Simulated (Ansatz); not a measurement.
**Ag (P6_3/mmc) under several functionals**

Plane-wave DFT in Ansatz with scalar-relativistic PAW potentials. The same structure was relaxed (cell and atoms, symmetry kept) in separate runs at each level. This form isn't the element's structure at ambient conditions. No spin polarisation.

```tsv
level	cutoff (eV)	k mesh	V (Å³/atom)	a (Å)	c (Å)
PBEsol	420	18×18×6	16.672	2.867	9.365
PBE+D3(BJ)	420	18×18×6	16.908	2.880	9.413
PBE	420	18×18×6	17.863	2.934	9.583
```

Task: Where does r2SCAN (500 eV, k mesh 18×18×6) fall?

Result: V (Å³/atom) 17.308, a (Å) 2.903, c (Å) 9.483. Its volume is between those of PBE+D3(BJ) and PBE. The usual order of volumes, PBEsol < PBE, holds here (16.672, 17.863 Å³/atom). As a rule PBEsol, built on the gradient expansion of slowly varying densities, lies between LDA and PBE; PBE's stronger gradient term for exchange weakens bonds. Adding D3 to PBE changes the volume by -5.3 %; the term is attractive, so it pulls cells in. In metals the pairwise form ignores screening by the conduction electrons and often pulls in too far. r2SCAN lies 3.1 % under PBE in volume.